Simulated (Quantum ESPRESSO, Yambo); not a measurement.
# A GW chain in Yambo: LiH (Fm-3m), part 2 of 3

Wanted: ground state, empty states, screening and self-energy for LiH (Fm-3m).

Quantum ESPRESSO 7.5 and Yambo 5.3.0; PBE and many-body steps on it, plane waves. Known limits of the many-body steps: not at the basis limit; coarse k mesh.

So far. Step 2 (Ground state): The gap is direct, at (0.000, -0.500, -0.500). Step 3 (Bands along the symmetry lines): The gap is 3.022 eV, as in the run before at this level.

The database entry behind the starting cell differs from later determinations by our own check (the deuteride, about 0.2 % short), so it need not match the best structure at ambient conditions.

## (4) Empty states on the mesh, 4×4×4 mesh, 40 bands

Level of this step: DFT, PBE, plane waves, norm-conserving pseudopotentials (Quantum ESPRESSO).

The sums over transitions need many empty states on a uniform mesh; this step solves for them.

pw.in reads:

```
&control
  calculation = 'nscf'
  prefix = 'x'
  outdir = 'o'
  pseudo_dir = 'pseudo'
/
&system
  ibrav = 0
  nat = 2
  ntyp = 2
  ecutwfc = 66.0
  nbnd = 40
  force_symmorphic = .true.
/
&electrons
  conv_thr = 1e-9
  electron_maxstep = 80
  diago_full_acc = .true.
  diago_thr_init = 5e-6
/
ATOMIC_SPECIES
  Li 6.94 Li.upf
  H 1.008 H.upf
CELL_PARAMETERS angstrom
  0.0000000000 2.0367500000 2.0367500000
  2.0367500000 -0.0000000000 2.0367500000
  2.0367500000 2.0367500000 -0.0000000000
ATOMIC_POSITIONS crystal
  Li 0.0000000000 0.0000000000 0.0000000000
  H 0.5000000000 0.5000000000 0.5000000000
K_POINTS automatic
  4 4 4 0 0 0
```

Command:

```console
$ OMP_NUM_THREADS=1 mpirun -n 4 pw.x -nk 4 -in pw.in > pw.out
```

What it wrote:

```text
[banner, memory and clock lines left out]
Program PWSCF v.7.5 starts

     Atomic positions and unit cell read from directory:
     o/x.save/

     Message from routine setup:
     using ibrav=0 with symmetry is DISCOURAGED, use correct ibrav instead

     G-vector sticks info

     bravais-lattice index     =            0
     lattice parameter (alat)  =       5.4432  a.u.
     unit-cell volume          =     114.0354 (a.u.)^3
     number of atoms/cell      =            2
     number of atomic types    =            2
     number of electrons       =         4.00
     number of Kohn-Sham states=           40
     kinetic-energy cutoff     =      66.0000  Ry
     charge density cutoff     =     264.0000  Ry
     Exchange-correlation= PBE
                           (   1   4   3   4   0   0   0)

     celldm(1)=   5.443166  celldm(2)=   0.000000  celldm(3)=   0.000000
     celldm(4)=   0.000000  celldm(5)=   0.000000  celldm(6)=   0.000000

     crystal axes: (cart. coord. in units of alat)
               a(1) = (   0.000000   0.707107   0.707107 )
               a(2) = (   0.707107  -0.000000   0.707107 )
               a(3) = (   0.707107   0.707107  -0.000000 )

     reciprocal axes: (cart. coord. in units 2 pi/alat)
               b(1) = ( -0.707107  0.707107  0.707107 )
               b(2) = (  0.707107 -0.707107  0.707107 )
               b(3) = (  0.707107  0.707107 -0.707107 )
     Pseudo is Norm-conserving, Zval =  3.0
     Generated using ONCVPSP code by D. R. Hamann
     Using radial grid of 1944 points,  4 beta functions with:
     Pseudo is Norm-conserving, Zval =  1.0
     Generated using ONCVPSP code by D. R. Hamann
     Using radial grid of 1166 points,  3 beta functions with:
     Li                3.00     6.94000     Li( 1.00)
     H                 1.00     1.00800     H ( 1.00)

     48 Sym. Ops., with inversion, found

   Cartesian axes

     site n.     atom                  positions (alat units)
         1        Li     tau(   1) = (   0.0000000   0.0000000   0.0000000  )
         2        H      tau(   2) = (   0.7071068   0.7071068   0.7071068  )

     number of k points=     8
                       cart. coord. in units 2pi/alat
        k(    1) = (   0.0000000   0.0000000   0.0000000), wk =   0.0312500
        k(    2) = (   0.1767767   0.1767767  -0.1767767), wk =   0.2500000
        k(    3) = (  -0.3535534  -0.3535534   0.3535534), wk =   0.1250000
[...]
k(    7) = (  -0.7071068   0.0000000   0.0000000), wk =   0.0937500
        k(    8) = (  -0.7071068   0.3535534   0.0000000), wk =   0.1875000

     Dense  grid:     8363 G-vectors     FFT dimensions: (  30,  30,  30)

     The potential is recalculated from file :
     o/x.save/charge-density

     Starting wfcs are    3 randomized atomic wfcs +   37 random wfcs

     Band Structure Calculation

     End of band structure calculation

          k = 0.0000 0.0000 0.0000 (  1037 PWs)   bands (ev):

   -43.9080  -4.8608  15.8686  17.7975  17.7975  17.7975  22.4530  22.4530
    22.4530  23.9068  28.3082  28.3082  28.3082  30.5265  30.5265  44.5021
    60.8722  60.8722  60.8722  65.4872  65.4872  65.4872  66.7260  66.7260
[...]
k = 0.1768 0.1768-0.1768 (  1022 PWs)   bands (ev):

[...]
k =-0.3536-0.3536 0.3536 (  1056 PWs)   bands (ev):

[...]
67.4852  69.1596  71.8423  71.8423  72.1611  72.1611  73.4234  73.6573
    73.6573  74.2837  85.2544  89.5411  89.5837  89.5837  90.3764  90.3764

          k = 0.3536 0.0000 0.0000 (  1022 PWs)   bands (ev):

     [... further k-points ...]

     highest occupied, lowest unoccupied level (ev):     0.3929    3.4149

     XML data file, pseudopotentials, collected wavefunctions
```

Elapsed: 1.1 s, on 4 MPI ranks of Arm Neoverse V1, shared host; peak memory 0.05 GiB.

Numbers from this step:

```
gap                                                           : 3.022 eV
k of the valence top                                          : 0, -0.5, -0.5
k of the conduction bottom                                    : 0, -0.5, -0.5
least direct gap                                              : 3.022 eV
k points computed                                             : 8
lowest point of the top converged band, above the valence top : 85.7791 eV
```

On this mesh the gap is 3.022 eV.

## (5) Conversion and set-up

This step: Yambo 5.3.0; conversion and set-up on PBE, plane waves, norm-conserving pseudopotentials.

The states are converted to the many-body program's format and the q mesh is built.

Command:

```console
$ (cd o/x.save; p2y > p2y.log; mv SAVE ../..); yambo > setup.log
```

What it wrote:

```text
 Yambo, version 5.3.0

 [02] CORE Variables Setup
 =========================

  [02.01] Unit cells
  ==================

  Cell kind             :  FCC
  Atoms in the cell     :  Li  H
  number of Li atoms    :  1
  number of H  atoms    :  1

  List of atomic masses
  Mass of Li    :  6.940000
  Mass of H     :  1.008000

  List of atomic coordinates    : [cc]
  Li1       :  0.000000  0.000000  0.000000  order 1
  H1       :  3.848900  3.848900  3.848900  order 2

  Alat factors          :  3.848900  3.848900  3.848900 [a.u.]
  Direct lattice volume :  114.0354 [a.u.]
  Direct lattice vectors:  A[ 1 ]  A[ 2 ]  A[ 3 ]
   A[ 1 ]:  0.000000  1.000000  1.000000  [iru]
   0.000000  3.848900  3.848900  [cc]
   A[ 2 ]:  1.000000 -0.000000  1.000000  [iru]
   3.848900 -0.000000  3.848900  [cc]
   A[ 3 ]:  1.000000  1.000000 -0.000000  [iru]
   3.848900  3.848900 -0.000000  [cc]

  Recip. lattice volume :  2.175203 [a.u.]
  Recip. lattice vectors:  B[ 1 ]  B[ 2 ]  B[ 3 ]
   B[ 1 ]: -0.500000  0.500000  0.500000  [iku]
  -0.816231  0.816231  0.816231  [cc]
   B[ 2 ]:  0.500000 -0.500000  0.500000  [iku]
   0.816231 -0.816231  0.816231  [cc]
   B[ 3 ]:  0.500000  0.500000 -0.500000  [iku]
   0.816231  0.816231 -0.816231  [cc]

  [02.02] Symmetries
  ==================

  Inversion symmetry    : yes
  Spatial inversion     : yes
  Inversion index       :  25
  K-space Time-reversal : no
  Magnetic symmetries   : no
  Group table correct   : yes
  Symmetries units      :  [cc]

   [S  1]:   1.0000     -0.12432E-16 -0.12432E-16 -0.12432E-16   1.0000      0.12432E-16  0.12432E-16  0.12432E-16   1.0000
   [S  2]:  -1.0000      0.12432E-16 -0.12432E-16  0.12432E-16  -1.0000      0.12432E-16 -0.12432E-16 -0.12432E-16   1.0000
   [S  3]:  -1.0000     -0.12432E-16  0.12432E-16  0.12432E-16   1.0000     -0.12432E-16 -0.12432E-16  0.12432E-16  -1.0000
[...]
[... 36 further rows ...]
   [S 47]: -0.12432E-16   1.0000      0.12432E-16  0.12432E-16 -0.12432E-16  -1.0000       1.0000      0.12432E-16 -0.12432E-16
   [S 48]: -0.12432E-16  -1.0000     -0.12432E-16  0.12432E-16  0.12432E-16   1.0000       1.0000     -0.12432E-16  0.12432E-16

  [02.03] Reciprocal space
  ========================

  nG shells         :  135
  nG charge         :   8363
  nG WFs            :  1387
  nC WFs            :  1056
  G-vecs. in first 13 shells:  [ Number ]
     1    9   15   27   51   59   65   89  113
   137  169  181  229
  ...
  Shell energy in first 13 shells:  [ mHa ]
    0.00000      999.350      1332.47      2664.93      3664.29      3997.40      5329.87      6329.22      6662.34
    7994.80      8994.15      10659.7      11659.1
  ...

  [02.04] K-grid lattice
  ======================

  Compatible Grid is   : 3D
  Base K vectors       :  K_min[ 1 ]  K_min[ 2 ]  K_min[ 3 ]
  K_min[ 1 ] :  0.58567E-17  0.25000     -0.45941E-17 [rlu]
[...]
Grid dimensions      :   4   4   4
  K lattice UC volume  :  0.033988 [a.u.]

  IBZ K-points                                      :   8
  BZ  K-points                                      :   64

  K/Q-points units:
  rlu = crystal or reduced units; cc = cartesian coordinates; iku = interal k-units

  K [1]          [rlu]:  0.000000  0.000000  0.000000
         WF components:  1037
  K [2]          [rlu]:  0.80210E-17 -0.58567E-17  0.25000
         WF components:  1022
  K [3]          [rlu]: -0.97931E-17 -0.97931E-17 -0.50000
         WF components:  1056
  K [4]          [rlu]:  0.25254E-17  0.25000      0.25000
         WF components:  1022
  K [5]          [rlu]: -0.81189E-18  0.25000     -0.50000
         WF components:  1033
  [... 2 further k-points ...]
  K [8]          [rlu]:  0.250000 -0.500000 -0.250000
         WF components:  1036

  [02.05] Energies & Occupations
  ==============================

  [X] === General ===
  [X] Electronic Temperature                        :  0.000000  0.000000 [eV K]
  [X] Bosonic    Temperature                        :  0.000000  0.000000 [eV K]
  [X] Finite Temperature mode                       : no
  [X] El. density                                   :  0.23671E+24 [cm-3]
  [X] Fermi Level                                   :  0.392909 [eV]

  [X] === Gaps and Widths ===
  [X] Conduction Band Min                           :  3.022038 [eV]
  [X] Valence Band Max                              :  0.000000 [eV]
  [X] Filled Bands                                  :  2
  [X] Empty Bands                                   :    3   40
  [X] Direct Gap                                    :  3.022038 [eV]
  [X] Direct Gap localized at k                     :   7
  [X] Indirect Gap                                  :  3.022038 [eV]
  [X] Indirect Gap between kpts                     :   7   7
  [X] Last valence band width                       :  5.253734 [eV]
  [X] 1st conduction band width                     :  12.45368 [eV]

  E @ K [1]:  [eV]
  -44.30089  -5.25373  15.47571  17.40459  17.40459  17.40459  22.06005  22.06005
  occ @ K [1]
   2.000000  2.000000  0.000000  0.000000  0.000000  0.000000  0.000000  0.000000
  E @ K [2]:  [eV]
  -44.28146  -4.20576   9.46290  14.59855  16.21416  16.21416  21.59198  21.59198
  occ @ K [2]
[...]
E @ K [3]:  [eV]
[...]
occ @ K [3]
[...]
E @ K [4]:  [eV]
[...]
occ @ K [4]
[...]
E @ K [5]:  [eV]
[...]
occ @ K [5]
[...]
[... 2 further k-points ...]
  E @ K [8]:  [eV]
  -44.25041  -0.20473   5.23561   5.23561  11.40403  17.11893  23.49726  23.49726
  occ @ K [8]
   2.000000  2.000000  0.000000  0.000000  0.000000  0.000000  0.000000  0.000000

 [03] Transferred momenta grid and indexing
 ==========================================

 IBZ Q-points                                      :   8
 BZ  Q-points                                      :   64

 K/Q-points units:
 rlu = crystal or reduced units; cc = cartesian coordinates; iku = interal k-units

 Q [1]          [rlu]:  0.000000  0.000000  0.000000
 Q [2]          [rlu]:  0.25023E-16 -0.27323E-17  0.25000
 Q [3]          [rlu]: -0.97931E-17 -0.97931E-17 -0.50000
[...]
Q [7]          [rlu]: -0.50507E-17 -0.50000     -0.50000
 Q [8]          [rlu]:  0.250000 -0.500000 -0.250000

  [03.01] X indexes
  =================

   [03.01.01] Sigma indexes
   ========================

 [06] Game Over & Game summary
```

The job ended after 1.7 s (1 MPI rank; peak memory 0.23 GiB).

(Continued in part 3 of 3.)

[Paths, hosts, dates, memory and timing lines, banners, echoed tables and standing remarks are left out of the program output.]

[Logs are printed without paths, hosts, clocks, repeated set-up lines and the standing remarks that a program may print on its own settings, such as how far it seeks lower states.]

[Runs of the session that timed out or met a known fault of the program may be left out.]

[Hosts, paths, dates, database ids (printed as entryN), source tags and the programs' standing remarks are cut or masked in the printed files.]
